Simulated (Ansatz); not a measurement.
Geometry optimisation in Ansatz: input, command and trajectory.

```yaml
crystal:
  lattice:
    - [2.4909571463, 0.0, 0.0]
    - [-1.2454785731, 2.1572321684, 0.0]
    - [0.0, 0.0, 8.5971390159]
  atoms:
    - { symbol: C, position: [0.0, 0.0, 0.0025] }
    - { symbol: C, position: [0.0, 0.0, 0.5025] }
    - { symbol: C, position: [0.3333333333, 0.6666666667, 0.0025] }
    - { symbol: C, position: [0.6666666667, 0.3333333333, 0.5025] }
basis:
  ecutwfc: 420
kpoints:
  mp_grid: { grid: [18, 18, 6] }
hamiltonian:
  xc: pbe
scf:
  occupations: { method: gaussian, width: 0.1 }
output:
  forces: true
  stress: true
  eigenvalues: true
  write_density: true
  write_potential: true
  elf: true
  volumetric_format: npy
relax:
  adjacent_minimum: "off"
  f_tol: 0.01
  max_steps: 30
  cell: { stress_tol: 0.1, fix: [volume] }
```

```bash
ansatz run input.yaml --threads 1 --pin off --max-ram 2560MiB --backend cpu --events-out ev --progress --plain --runs-dir out
```

Computed with DFT PBE, scalar-relativistic, plane waves, PAW (Ansatz 0.2.0).

The volume is held at 1.03 times that of the relaxed cell.

Of 6 frames 5 are shown, positions in Å and forces in eV/Å; the SCF threshold varies from step to step. Steps run on the plane waves of an earlier cell, with a Pulay correction in the pressure. The basis is chosen afresh for the last frame, the zero of the energies, and at times for earlier ones too; energy and pressure step there, also at an unchanged geometry.

```xyz
4
Lattice="2.4910 0.0000 0.0000 -1.2455 2.1572 0.0000 0.0000 0.0000 8.5971" Properties=species:S:1:pos:R:3:forces:R:3 pbc="T T T" step=1 free_energy_over_end_meV_per_atom=6.53 pressure_GPa=-6.07
C     0.0000    0.0000    0.0215    0.0000    0.0000    0.0000
C     0.0000    0.0000    4.3201    0.0000    0.0000    0.0000
C     0.0000    1.4382    0.0215    0.0000    0.0000    0.0000
C     1.2455    0.7191    4.3201    0.0000    0.0000    0.0000
4
Lattice="2.4754 0.0000 0.0000 -1.2377 2.1437 0.0000 0.0000 0.0000 8.7058" Properties=species:S:1:pos:R:3:forces:R:3 pbc="T T T" step=2 free_energy_over_end_meV_per_atom=0.98 pressure_GPa=-2.25
C     0.0000    0.0000    0.0218    0.0000    0.0000    0.0000
C     0.0000    0.0000    4.3747    0.0000    0.0000    0.0000
C     0.0000    1.4291    0.0218    0.0000    0.0000    0.0000
C     1.2377    0.7146    4.3747    0.0000    0.0000    0.0000
4
Lattice="2.4670 0.0000 0.0000 -1.2335 2.1365 0.0000 0.0000 0.0000 8.7651" Properties=species:S:1:pos:R:3:forces:R:3 pbc="T T T" step=3 free_energy_over_end_meV_per_atom=0.22 pressure_GPa=-0.13
C     0.0000    0.0000    0.0219    0.0000    0.0000    0.0000
C     0.0000    0.0000    4.4045    0.0000    0.0000    0.0000
C     0.0000    1.4243    0.0219    0.0000    0.0000    0.0000
C     1.2335    0.7122    4.4045    0.0000    0.0000    0.0000
4
Lattice="2.4670 0.0000 0.0000 -1.2335 2.1365 0.0000 0.0000 0.0000 8.7651" Properties=species:S:1:pos:R:3:forces:R:3 pbc="T T T" step=4 free_energy_over_end_meV_per_atom=0.00 pressure_GPa=-0.12
C     0.0000    0.0000    0.0219    0.0000    0.0000    0.0000
C     0.0000    0.0000    4.4045    0.0000    0.0000    0.0000
C     0.0000    1.4243    0.0219    0.0000    0.0000    0.0000
C     1.2335    0.7122    4.4045    0.0000    0.0000    0.0000
4
Lattice="2.4666 0.0000 0.0000 -1.2333 2.1361 0.0000 0.0000 0.0000 8.7679" Properties=species:S:1:pos:R:3:forces:R:3 pbc="T T T" step=6 free_energy_over_end_meV_per_atom=0.00 pressure_GPa=-0.02
C     0.0000    0.0000    0.0219    0.0000    0.0000    0.0000
C     0.0000    0.0000    4.4059    0.0000    0.0000    0.0000
C     0.0000    1.4241    0.0219    0.0000    0.0000    0.0000
C     1.2333    0.7120    4.4059    0.0000    0.0000    0.0000
```

Time: 33 s on 1 thread of Arm Neoverse V1, with other jobs on the host, peak memory 0.36 GiB.

The cell holds layers, and where no dispersion correction was added their binding is poorly described.